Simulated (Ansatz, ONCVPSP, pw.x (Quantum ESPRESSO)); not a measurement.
# From atom to crystal: ONCV potential for technetium (Tc)

| Item | Value |
| --- | --- |
| Element | technetium (Tc) |
| Generator | ONCVPSP 4.0.1.1 (patched build) |
| Type | optimised norm-conserving Vanderbilt (ONCV) |
| Functional | PBE |
| Relativity | scalar-relativistic |
| Frozen core | [Kr] |
| Valence charge | 7 |
| Reference configuration | 4d5 5s2 |
| Partial waves | 5s: rc 2.80 bohr, ncon 4, nbas 8, qcut 2.4 1/bohr, 2 projectors, debl 0.6 Ha; p scattering state at 0.05 Ha: rc 3.00 bohr, ncon 4, nbas 8, qcut 2.9 1/bohr, 2 projectors, debl 3.2 Ha; 4d: rc 1.95 bohr, ncon 4, nbas 9, qcut 6.8 1/bohr, 2 projectors, debl 0.4 Ha |
| Local potential | polynomial inside 1.55 bohr (lpopt 5, dvloc0 0 Ha) |
| Core correction | Teter function fitted to the true core (icmod 2), fcfact 0.4 |

Atomic tests: cutoffs needed: 18 Ha and 21 Ha (the cutoffs (Ha) at which the residual kinetic energy of the hardest occupied pseudo-wave falls to 1 and 0.1 mHa per electron); ghost test: ghosts flagged at negative energy: s at -55.9 eV; GHOST(+) flagged for p at 64.6 eV; a true bound ghost makes a file unfit for plane-wave use; largest excitation error: -520 meV (all-electron minus pseudo) for 4d3 5s0, out of 4 test configurations.

Crystal test: bcc Tc in pw.x 7.5, no spin, 15³ k-points, Fermi–Dirac smearing 0.01 Ry, cutoffs 50/200 Ry. The reference is all-electron LAPW (Ansatz 0.2.0) with the same functional, mesh and smearing; V0 and B0 come from Birch–Murnaghan fits to the pressures at five volumes. Errors are pseudo minus all-electron; Δ is the rms difference of the E(V) curves that follow from these fits, minima aligned, over ±6 % about the mean V0. Mesh and smearing are coarse, so the numbers serve the comparison and aren't converged zero-temperature values; the lattice is a test structure that the element need not adopt.

All-electron: a0 = 3.083 Å (V0 = 14.65 Å³/atom), B0 = 289.0 GPa.

**Question.** How far does the potential miss the all-electron equation of state?

**Answer.** mean pressure error (GPa): +35.32. The pressure does not cross zero within the volumes sampled, so no fit is given. The largest radius (3.00 bohr) exceeds half the bond length (2.52 bohr), so the spheres overlap, which is one possible source of error among others. This is a poor potential for the solid. Note: ghosts flagged at negative energy: s at -55.9 eV; GHOST(+) flagged for p at 64.6 eV. A true bound ghost makes a file unfit for plane-wave use.

```json
{"V (Å³/atom)": "13.899", "P all-electron (GPa)": "17.20", "P pseudo (GPa)": "54.95"}
{"V (Å³/atom)": "14.265", "P all-electron (GPa)": "8.23", "P pseudo (GPa)": "44.93"}
{"V (Å³/atom)": "14.631", "P all-electron (GPa)": "0.42", "P pseudo (GPa)": "35.88"}
{"V (Å³/atom)": "14.997", "P all-electron (GPa)": "-6.37", "P pseudo (GPa)": "27.71"}
{"V (Å³/atom)": "15.363", "P all-electron (GPa)": "-12.28", "P pseudo (GPa)": "20.32"}
```

**Question.** At the middle volume, how do free energy and pressure move when the wave cutoff is lowered (ecutrho kept at four times it)?

**Answer.**

| cutoff (Ry) | shift of F (meV/atom) | shift of P (GPa) |
| --- | --- | --- |
| 22 | +5536.3 | -209.54 |
| 30 | +733.1 | -40.73 |
| 40 | +48.8 | +3.55 |

The run at the middle volume (120 k-points, 9 iterations) took about 18 s on one core of a shared host (Neoverse-N1, 64 threads, 124 GiB, load 59).
